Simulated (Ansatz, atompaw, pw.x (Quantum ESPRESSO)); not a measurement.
# Equation-of-state test of one PAW (atompaw) potential (P)

```json
{
  "Element": "phosphorus (P)",
  "Generator": "atompaw 4.2.0.5",
  "Type": "PAW",
  "Functional": "PBE",
  "Relativity": "scalar-relativistic",
  "Frozen core": "[Ne]",
  "Valence charge": "5",
  "Reference configuration": "3s2 3p3",
  "Partial waves": "3s (bound): rc 1.80 bohr; 3s channel at -0.25 Ry: rc 2.15 bohr; 3p (bound): rc 1.70 bohr; 3p channel at 0.05 Ry: rc 1.70 bohr; 3d channel at 0.05 Ry: rc 2.15 bohr; 3d channel at 1 Ry: rc 2.15 bohr",
  "Local potential": "vpsmatchnc scheme with l = 3 at -0.5 Ry, radius 1.65 bohr",
  "Core correction": "smooth core density matched at 1.60 bohr",
  "Augmentation charge": "sinc compensation charge, radius 2.00 bohr; PAW radius 2.15 bohr; waves and projectors: custom polynom vanderbiltortho"
}
```

Atomic tests: cutoffs needed: 12 Ry and 21 Ry (the cutoffs (Ry, on a coarse ladder) from which the occupation-weighted sum of valence levels, in a spherical-Bessel basis at the reference potential, stays within 10 and 1 mRy of its value at 400 Ry); ghost test: no extra level below or beside the all-electron valence levels (s, p, d, f tested) (spherical-Bessel basis up to 400 Ry, 20 bohr box); lowest eigenvalue of the overlap operator: 0.07 (s channel).

Crystal test: sc P in pw.x 7.5, no spin, 13³ k-points, Fermi–Dirac smearing 0.01 Ry, cutoffs 40/400 Ry. The reference is all-electron LAPW (Ansatz 0.2.0) with the same functional, mesh and smearing; V0 and B0 come from Birch–Murnaghan fits to the pressures at five volumes. Errors are pseudo minus all-electron; Δ is the rms difference of the E(V) curves that follow from these fits, minima aligned, over ±6 % about the mean V0. Mesh and smearing are coarse, so the numbers serve the comparison and aren't converged zero-temperature values; the lattice is a test structure that the element need not adopt.

All-electron: a0 = 2.447 Å (V0 = 14.66 Å³/atom), B0 = 113.3 GPa.

Q: How far does the potential miss the all-electron equation of state?

A: mean pressure error (GPa): +0.01; a0 (Å): 2.447; a0 error (%): +0.00; B0 error (%): +0.0; Δ (meV/atom): 0.0.

| V (Å³/atom) | P all-electron (GPa) | P pseudo (GPa) |
| --- | --- | --- |
| 13.890 | 7.01 | 7.03 |
| 14.255 | 3.42 | 3.43 |
| 14.621 | 0.27 | 0.28 |
| 14.987 | -2.41 | -2.40 |
| 15.352 | -4.62 | -4.62 |

Q: At the middle volume, how do free energy and pressure move when the wave cutoff is lowered (ecutrho held at 400 Ry)?

A:

```csv
cutoff (Ry),shift of F (meV/atom),shift of P (GPa)
18,+25.2,-0.66
24,+8.0,-0.21
32,+1.1,-0.06
```

The run at the middle volume (84 k-points, 9 iterations) took about 7.5 s on one core of a shared host (Intel(R) Xeon(R) Platinum 8375C CPU @ 2.90GHz, 128 threads, 992 GiB, load 66).
